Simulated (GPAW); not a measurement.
Here is a GPAW 26.7.0 calculation.

Contents of run.py:

```python
import numpy as np
from ase import Atoms
from ase.dft.bandgap import bandgap
from ase.io import write
from ase.units import GPa
from gpaw import GPAW, PW, setup_paths
from gpaw.spinorbit import soc_eigenstates

setup_paths.insert(0, '.')

atoms = Atoms(['Ta', 'Ta', 'C'],
              cell=[[3.1059, 0.0, 0.0],
                    [-1.55295, 2.6897883016, 0.0],
                    [0.0, 0.0, 4.9464]],
              scaled_positions=[[0.6666666667, 0.3333333333, 0.74799],
                                [0.3333333333, 0.6666666667, 0.25201],
                                [0.0, 0.0, 0.0]],
              pbc=True)

calc = GPAW(mode=PW(800),
            xc='PBEsol',
            kpts={'size': (10, 10, 6), 'gamma': True},
            occupations={'name': 'fermi-dirac', 'width': 0.05},
            nbands=29,
            convergence={'density': 1e-05, 'energy': 1e-05},
            maxiter=150,
            txt='gpaw.txt')
atoms.calc = calc
energy = atoms.get_potential_energy()
forces = atoms.get_forces()
stress = atoms.get_stress()
calc.write('gs.gpw')
write('result.traj', atoms)
print(f'Energy: {energy:.6f} eV')
print('Forces (eV/A):')
print(forces.round(4))
print('Stress (GPa):', (stress / GPa).round(3))
print('Fermi level:', round(calc.get_fermi_level(), 4), 'eV')
print(f'Gap: {bandgap(calc)[0]:.4f} eV, direct: {bandgap(calc, direct=True)[0]:.4f} eV')

path = atoms.cell.bandpath('GMKGALHA,LM,KH', npoints=100, eps=1e-4)
bs_calc = calc.fixed_density(kpts=path, symmetry='off', nbands=42,
                             convergence={'bands': 'CBM+6.0', 'eigenstates': 1e-6}, txt='bands.txt')
bs = bs_calc.band_structure()
bs.write('bs.json')
print(f'Gap on the path: {bandgap(bs_calc)[0]:.4f} eV')

soc = soc_eigenstates(bs_calc, theta=54.7, phi=45)
np.savetxt('soc_bands.dat', soc.eigenvalues(), fmt='%.4f')
mesh = soc_eigenstates('gs.gpw', theta=54.7, phi=45)
np.savetxt('soc_mesh.dat', mesh.eigenvalues(), fmt='%.4f')
print('Fermi level with spin-orbit coupling:', round(mesh.fermi_level, 4), 'eV')
```

Potentials or basis: PAW data sets generated in the run's folder for this functional, pw.

Launch:

```bash
$ gpaw-setup -f PBEsol C Ta
$ OMP_NUM_THREADS=1 python run.py
```

(1) Estimate the band gap along the path.

(2) Estimate the pressure.

(3) What does it give for the largest force?

## Answers

(1) none (metal or under the smearing width).

(2) -2.6 GPa.

(3) 0.045 eV/Å.

Caveat: spin-orbit coupling was added after a scalar SCF, so levels and gaps hold it while energy, forces, pressure and moments don't; this program's spin-orbit splittings come out too wide for heavy elements.
